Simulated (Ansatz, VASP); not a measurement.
# SnTe2 in two plane-wave programs, part 2 of 2

One calculation is typed for both programs; each brings its own data sets. How far apart do they land? The cell is generated by rule, not measured, and may not be a known phase. The cell is taken from a series of runs on this material, whose earlier steps may have relaxed, scaled, displaced or heated it; both programs get it as it stands.

VASP 6.6.1 and Ansatz 0.2.0.

So far. Step 2 (VASP: single point, PBE, pair 1): The run ends at a pressure of -0.18 GPa, with forces up to 0.31 eV/Å. Step 3 (Ansatz: single point, PBE, pair 1): The run ends at a pressure of -0.16 GPa, with forces up to 0.31 eV/Å.

## Step 5: VASP: single point, PBE, pair 2

Level of this step: PBE; plane waves and PAW (Sn_d, Te); invented cell (VASP).

With cell and atoms fixed, the geometry can't cause a difference; cores, projectors, grids and the points listed under the comparison can.

INCAR reads:

```
SYSTEM = SnTe2
PREC = Accurate
ENCUT = 500
EDIFF = 1E-06
NELM = 120
ISMEAR = 1
SIGMA = 0.2
LREAL = .FALSE.
ALGO = Normal
GGA = PE
NBANDS = 64
LORBIT = 11
LWAVE = .FALSE.
LCHARG = .FALSE.
ISIF = 2
LASPH = .TRUE.
GGA_COMPAT = .FALSE.
KPAR = 2
```

POSCAR reads:

```
SnTe2
1.0
    0.0000000000      0.0000000000     -4.4240602484
   -7.0577214653     -7.0577214653      0.0000000000
   -7.0577214653      7.0577214653      0.0000000000
Sn Te
4 8
Direct
    0.0000000000      0.5284783739      0.5000000000
    0.0000000000      0.9715216261      0.0000000000
    0.5000000000      0.9994629120      0.5000000000
    0.5000000000      0.5005370880      0.0000000000
    0.0000000000      0.2003614190      0.5000000000
    0.0000000000      0.6954999619      0.0000000000
    0.0000000000      0.8045000381      0.5000000000
    0.0000000000      0.2996385810      0.0000000000
    0.5000000000      0.0450850962      0.1979306904
    0.5000000000      0.4549149038      0.6979306904
    0.5000000000      0.0450850962      0.8020693096
    0.5000000000      0.4549149038      0.3020693096
```

KPOINTS reads:

```
Automatic mesh
0
Gamma
8 4 4
0 0 0
```

PAW data sets: Sn_d and Te (PBE family, release 64).

Command:

```bash
mpirun -np 2 vasp_std
```

Numbers of over 12 decimals in the logs are rounded to 6 here.

The program printed:

```text
[... set-up lines as in an earlier step ...]
 entering main loop
       N       E                     dE             d eps       ncg     rms          rms(c)
DAV:   1     0.955894118140E+03    0.95589E+03   -0.41738E+04  5760   0.165E+03
DAV:   2     0.117441629130E+03   -0.83845E+03   -0.81388E+03  5960   0.408E+02
DAV:   3    -0.292271356363E+02   -0.14667E+03   -0.14206E+03  6688   0.173E+02
DAV:   4    -0.397330226165E+02   -0.10506E+02   -0.10274E+02  6736   0.459E+01
[...]
DAV:  13    -0.398081446037E+02   -0.48711E-05   -0.12512E-05  6224   0.123E-02    0.271E-02
DAV:  14    -0.398081543838E+02   -0.97801E-05   -0.15201E-05  5664   0.138E-02    0.944E-03
DAV:  15    -0.398081538962E+02    0.48754E-06   -0.24063E-06  4920   0.852E-03
   1 F= -.39808154E+02 E0= -.39811797E+02  d E =0.109290E-01
```

OUTCAR, selected parts (step 5):

```text
  Total       -0.1421747     -0.1421747     -1.5199015      5.8172826      0.0000000      0.0000000
  in kB       -0.5168360     -0.5168360     -5.5251743     21.1470934      0.0000000      0.0000000
  external PRESSURE =      -2.1862821 kB  Pullay stress =       0.0000000 kB

 POSITION                                       TOTAL-FORCE (eV/Angst)
 -----------------------------------------------------------------------------------
     -7.25871     -0.20099      0.00000         0.449562      0.449562      0.000000
     -6.85673     -6.85673      0.00000        -0.449562     -0.449562      0.000000
    -10.58279     -3.52507     -2.21203        -0.170270     -0.170270      0.000000
     -3.53265     -3.53265     -2.21203         0.170270      0.170270      0.000000
     -4.94296      2.11477      0.00000         0.059522      0.059522      0.000000
     -4.90865     -4.90865      0.00000         0.313026      0.313026      0.000000
     -9.20680     -2.14908      0.00000        -0.313026     -0.313026      0.000000
     -2.11477     -2.11477      0.00000        -0.059522     -0.059522      0.000000
     -1.71514      1.07874     -2.21203         0.124215     -0.268277      0.000000
     -8.13646      1.71514     -2.21203         0.268277     -0.124215      0.000000
     -5.97898      5.34258     -2.21203        -0.268277      0.124215      0.000000
     -5.34258     -1.07874     -2.21203        -0.124215      0.268277      0.000000
 -----------------------------------------------------------------------------------
    total drift:                               -0.000000     -0.000000     -0.000000

  FREE ENERGIE OF THE ION-ELECTRON SYSTEM (eV)
  ---------------------------------------------------
  free  energy   TOTEN  =       -39.8081538962 eV

  energy  without entropy=      -39.8190829221  energy(sigma->0) =      -39.81179690

[... 2 parts as in an earlier step ...]

[... 1 further part left out ...]
[key lines of the parts left out:]
E-fermi :   4.4718
```

The run ends at a pressure of -0.22 GPa, with forces up to 0.64 eV/Å.

## Step 6: Ansatz: single point, PBE, pair 2

The same cell, functional, mesh and smearing now go to Ansatz, which takes its cutoff from its data sets.

The cell is taken from a series of runs on this material, whose earlier steps may have relaxed, scaled, displaced or heated it; both programs get it as it stands.

input.yaml reads:

```yaml
crystal:
  lattice:
    - [0.0, 0.0, -4.4240602484]
    - [-7.0577214653, -7.0577214653, 0.0]
    - [-7.0577214653, 7.0577214653, 0.0]
  atoms:
    - { symbol: Sn, position: [0.0, 0.5284783739, 0.5] }
    - { symbol: Sn, position: [0.0, 0.9715216261, 1.0] }
    - { symbol: Sn, position: [0.5, 0.999462912, 0.5] }
    - { symbol: Sn, position: [0.5, 0.500537088, 0.0] }
    - { symbol: Te, position: [0.0, 0.200361419, 0.5] }
    - { symbol: Te, position: [0.0, 0.6954999619, 0.0] }
    - { symbol: Te, position: [0.0, 0.8045000381, 0.5] }
    - { symbol: Te, position: [0.0, 0.299638581, 0.0] }
    - { symbol: Te, position: [0.5, 0.0450850962, 0.1979306904] }
    - { symbol: Te, position: [0.5, 0.4549149038, 0.6979306904] }
    - { symbol: Te, position: [0.5, 0.0450850962, 0.8020693096] }
    - { symbol: Te, position: [0.5, 0.4549149038, 0.3020693096] }
kpoints:
  mp_grid: { grid: [8, 4, 4] }
hamiltonian:
  xc: pbe
scf:
  occupations: { method: methfessel_paxton, width: 0.2 }
output:
  forces: true
  stress: true
  eigenvalues: true
```

Command:

```bash
ansatz run input.yaml --threads 4 --pin off --max-ram 14336MiB --backend cpu --events-out ev --progress --plain --runs-dir out
```

The program printed:

```text
[...]
Crystal: 12 atoms, lattice volume = 440.738 Å³
Basis set: ecut = 420 eV, 8627 PW (Γ), exchange–correlation on 60×144×144 points (8 copies of the dense FFT grid, shifted against one another)
Bands: 111, of which v1, the nominal top of the filled ones, is band 92 counted from 1 (91 counted from 0)
Symmetry: 8 space group operations
[...]
k-points: 45 of 128
[...]
k-point 0: bands = [... 88 lower, 6.1357, 6.2323, 6.2928, 6.7697, 7.0045, 7.0997, 7.4294, 7.4535, ... 15 higher]
  k-point 1: bands = [... 88 lower, 6.2336, 6.3035, 6.4364, 6.5538, 7.0618, 7.2299, 7.4693, 7.4717, ... 15 higher]
  k-point 2: bands = [... 88 lower, 6.2879, 6.2879, 6.4789, 6.4789, 7.3010, 7.3010, 7.4330, 7.4330, ... 15 higher]
  k-point 44: bands = [... 88 lower, 6.3693, 6.3693, 6.5178, 6.5178, 7.5952, 7.5952, 7.6965, 7.6965, ... 15 higher]
[key lines of the parts left out:]
SCF converged after 7 iterations
Free energy (F): -79935.791757 eV
Fermi energy:    6.887115 eV
P = ⅓ Tr σ = -0.2016 GPa (-2.016 kbar)
```

The run ends at a pressure of -0.20 GPa, with forces up to 0.63 eV/Å.

## Step 7: Differences

What differs besides the data sets and the points named for the pairs above, as far as they apply: the data sets hold 184 valence electrons in Ansatz (on its default PAW (the set named soft_2) files) and 104 in VASP. Total energies have different zeros and are not compared.

Compared:

```csv
quantity,Ansatz,VASP,difference
pressure (GPa),-0.20,-0.22,+0.02
```

Forces on 9 of the 12 atoms, those with the largest forces and the largest differences (eV/Å; atoms numbered as in POSCAR):

```
atom         Ansatz x, y, z           VASP x, y, z
 Sn1    0.446, 0.446, 0.000    0.450, 0.450, 0.000
 Sn2  -0.446, -0.446, 0.000  -0.450, -0.450, 0.000
 Te5    0.063, 0.063, 0.000    0.060, 0.060, 0.000
 Te6    0.312, 0.312, 0.000    0.313, 0.313, 0.000
 Te7  -0.312, -0.312, 0.000  -0.313, -0.313, 0.000
 Te8  -0.063, -0.063, 0.000  -0.060, -0.060, 0.000
Te10   0.269, -0.125, 0.000   0.268, -0.124, 0.000
Te11   -0.269, 0.125, 0.000   -0.268, 0.124, 0.000
Te12   -0.125, 0.269, 0.000   -0.124, 0.268, 0.000
```

The forces differ by 1.9 meV/Å r.m.s., which is 0.9 % of the r.m.s. force of 0.216 eV/Å (both taken over all components).

## Step 8: Outcome

| Quantity | Value |
| --- | --- |
| r.m.s. force difference (single point, PBE, pair 1) | 2.1 meV/Å |
| r.m.s. force difference (single point, PBE, pair 2) | 0.88 % of the r.m.s. force |

**Reading.** The r.m.s. force difference is 0.88 % of the r.m.s. force (single point, PBE, pair 2), within the 3 % picked in this series as the mark of a large difference. The data sets hold unlike numbers of valence electrons (184 in Ansatz and 104 in VASP), so part of the differences comes from the potentials. How closely two codes agree says nothing of how well the functional describes the real material.

[Lines on the potential files, build, host, timing and source positions are cut from VASP's logs without a mark.]

[Logs are printed without paths, hosts, clocks, repeated set-up lines and the standing remarks that a program may print on its own settings, such as how far it seeks lower states.]

[Hosts, paths, dates, database ids (printed as entryN), source tags and the programs' standing remarks are cut or masked in the printed files.]
